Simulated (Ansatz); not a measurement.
**Sn (Fd-3m) under several functionals**

**Measured values to compare with.**

From “Unusual Valence State in the Antiperovskites Sr3SnO and Sr3PbO Revealed by X-ray Photoelectron Spectroscopy”, 2019, arxiv:1909.12270, for a bulk crystal of Sn: lattice constant a 6.489 Å.

Plane-wave DFT in Ansatz with scalar-relativistic PAW potentials. The same structure was relaxed (cell and atoms, symmetry kept) in separate runs at each level. No spin polarisation.

```csv
level,cutoff (eV),k mesh,V (Å³/atom),a (Å),B0 (GPa)
LDA,420,12×12×12,33.921,6.474,–
PBEsol,420,12×12×12,34.971,6.540,41
r2SCAN,500,12×12×12,35.391,6.566,43
PBE+D3(BJ),420,12×12×12,35.535,6.575,–
```

Problem. Where does PBE (420 eV, k mesh 12×12×12) fall?

Solution. V (Å³/atom) 36.837, a (Å) 6.655, B0 (GPa) 36. Its volume is the largest of the set. The usual order of volumes, LDA < PBEsol < PBE, holds here (33.921, 34.971, 36.837 Å³/atom). As a rule LDA overbinds; PBEsol, built on the gradient expansion of slowly varying densities, lies between LDA and PBE; PBE's stronger gradient term for exchange weakens bonds. Adding D3 to PBE changes the volume by -3.5 %; the term is attractive, so it pulls cells in. In metals the pairwise form ignores screening by the conduction electrons and often pulls in too far. r2SCAN lies 3.9 % under PBE in volume. B0 goes from 41.3 to 35.6 GPa as the volume grows by 5.3 %; on one curve with B' = 4.8 the volume alone, B ∝ V^(−B'), would give 32.1 GPa, and the rest of the difference is the functional's own stiffness.

For PBE: Measured lattice constant a of Sn: 6.489 Å (quoted in “Unusual Valence State in the Antiperovskites Sr3SnO and Sr3PbO Revealed by X-ray Photoelectron Spectroscopy”, 2019, arxiv:1909.12270). This calculation gives 6.655 Å (+2.6 %). The calculations are for 0 K without zero-point motion.